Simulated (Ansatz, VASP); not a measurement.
NaF: VASP beside Ansatz

INCAR

```
PREC = Accurate
ENCUT = 520
EDIFF = 1E-6
ISMEAR = -1
SIGMA = 0.02
LREAL = F
LASPH = T
NELM = 100
ALGO = Normal
ISIF = 2
LWAVE = F
LCHARG = F
GGA = CA
NBANDS = 14
```

Contents of KPOINTS:

```
Automatic mesh
0
Gamma
  10 10 10
```

File POSCAR:

```
NaF
1.0
    0.0000000000      2.3386865411      2.3386865411
    2.3386865411      0.0000000000      2.3386865411
    2.3386865411      2.3386865411      0.0000000000
Na F
1 1
Direct
    0.0000000000      0.0000000000      0.0000000000
    0.5000000000      0.5000000000      0.5000000000
```

Input for Ansatz:

```yaml
crystal:
  lattice:
    - [0.0, 2.3386865411, 2.3386865411]
    - [2.3386865411, 0.0, 2.3386865411]
    - [2.3386865411, 2.3386865411, 0.0]
  atoms:
    - { symbol: Na, position: [0.0, 0.0, 0.0] }
    - { symbol: F, position: [0.5, 0.5, 0.5] }
kpoints:
  mp_grid: { grid: [10, 10, 10] }
  band_path:
    path:
      - [0.0, 0.0, 0.0]
      - [0.5, 0.0, 0.5]
      - [0.625, 0.25, 0.625]
      - [0.375, 0.375, 0.75]
      - [0.0, 0.0, 0.0]
      - [0.5, 0.5, 0.5]
      - [0.5, 0.25, 0.75]
      - [0.5, 0.0, 0.5]
    npoints: 5
scf:
  occupations: { method: fermi_dirac, width: 0.02 }
hamiltonian:
  xc: lda
  pseudopotentials: { kind: all_electron, lapw: { basis_error: 0.0005 } }
output:
  forces: true
  stress: true
  eigenvalues: true
```

Change from the starting cell: volume scaled by 1.02.

Alike in both runs: task single point; functional LDA; k mesh 10 × 10 × 10; occupations fermi-dirac, width 0.02 eV; no spin polarisation.

|  | VASP | Ansatz |
| --- | --- | --- |
| version | VASP 6.6.1 | Ansatz 0.2.0 |
| potentials or method | VASP PAW LDA potentials, release 64 (Na_pv, F) | all-electron LAPW, scalar-relativistic |
| plane-wave cutoff (eV) | 520 | see its input |

VASP gave:

| Item | Value |
| --- | --- |
| gap on the k mesh at the Fermi level (eV) | 5.81 |
| pressure (GPa) | -5.5 |

Problem. Estimate Ansatz's values.

Solution. gap on the k mesh at the Fermi level (eV): 5.82; pressure (GPa): -5.3.

Ansatz ran all-electron here, so the differences hold the error of VASP's frozen core and of both bases.

A k mesh can miss the band edges.
